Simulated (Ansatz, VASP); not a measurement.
## GaN: VASP beside Ansatz

```
CELL_PARAMETERS angstrom
0.00000 2.16726 2.07118
2.16726 0.00000 2.07118
2.16726 2.16726 0.00000
ATOMIC_POSITIONS crystal
Ga 0.00000 0.00000 0.00000
N 0.50000 0.50000 0.50000
```

Change from the starting cell: strain +0.015 along x and y, -0.030 along z, atoms carried along.

Alike in both runs: task single point; functional PBE; k mesh 14 × 14 × 14; occupations gaussian, width 0.05 eV; no spin polarisation.

|  | VASP | Ansatz |
| --- | --- | --- |
| version | VASP 6.6.1 | Ansatz 0.2.0 |
| potentials or method | VASP PAW PBE potentials, release 64 (Ga_d, N) | scalar-relativistic, plane waves, PAW |
| plane-wave cutoff (eV) | 520 | 420 |
| valence electrons in the cell | 18 | 18 |

VASP gave:

```
gap on the k mesh at the Fermi level (eV)       : 0.15
least direct gap on the mesh (eV)               : 2.26
pressure (GPa)                                  : 1.3
largest component of the traceless stress (GPa) : 5.09
```

Problem. What did Ansatz give for the same quantities?

Solution. gap on the k mesh at the Fermi level (eV): 0.16; least direct gap on the mesh (eV): 2.25; pressure (GPa): 0.5; largest component of the traceless stress (GPa): 5.02.

The functional is the same, so the differences come from potentials, cutoffs and numerics.
